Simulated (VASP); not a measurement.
Wanted: the native input for a VASP 6.6.1 run.

* Task: relaxation of the atoms
* Functional: optB88-vdW
* Potentials or basis: VASP PAW PBE potentials, release 64 (Sn_d, S)
* Cutoff: 520 eV
* k mesh: 10 × 10 × 6
* Occupations: gaussian, width 0.05 eV
* Spin: no spin polarisation
* Further INCAR settings: ALGO = Normal; EDIFF = 1e-07; IBRION = 2; EDIFFG = -0.01; NSW = 40

The structure of SnS2 lies in POSCAR:

```
SnS2
1.0
    3.6390000000      0.0000000000      0.0000000000
   -1.8195000000      3.1514664400      0.0000000000
    0.0000000000      0.0000000000      6.0616440000
Sn S
1 2
Direct
    0.0000000000      0.0000000000      0.0000000000
    0.3333333300      0.6666666700      0.2420135500
    0.6666666700      0.3333333300      0.7579864500
```

The input as run:

INCAR

```
SYSTEM = SnS2
PREC = Accurate ; ENCUT = 520
EDIFF = 1E-7 ; ISMEAR = 0
SIGMA = 0.05 ; LREAL = .False.
LASPH = .True. ; NELM = 100
ALGO = Normal ; ISIF = 2
LWAVE = .False. ; LCHARG = .False.
GGA = BO ; LUSE_VDW = .True.
AGGAC = 0.0 ; PARAM1 = 0.1833333333
PARAM2 = 0.22 ; IBRION = 2
NSW = 40 ; EDIFFG = -0.01
KPAR = 2
```

KPOINTS

```
Automatic mesh
0
Gamma
  10 10 6
  0 0 0
```

Potentials or basis: VASP PAW PBE potentials, release 64 (Sn_d, S).

Launch:

```bash
$ cat potpaw_PBE.64/Sn_d/POTCAR potpaw_PBE.64/S/POTCAR > POTCAR
$ mpirun -np 2 vasp_std > vasp.out
```

Results of the run:

```
Energy gained by relaxing : 6.9 meV/atom
Ionic steps               : 3
Pressure after relaxing   : 1.7 GPa
Band gap on the k mesh    : 1.33 eV, indirect (least direct gap 1.76 eV)
```

Caveat: the PAW data sets were made with another functional, which shifts forces and pressure a little; spin-orbit coupling is left out, which moves the levels of the heavy elements.

Wall time 4.7 min on 2 MPI ranks on Intel(R) Xeon(R) Platinum 8375C CPU @ 2.90GHz (Ice Lake), on a shared host, peak memory 0.45 GiB a rank.
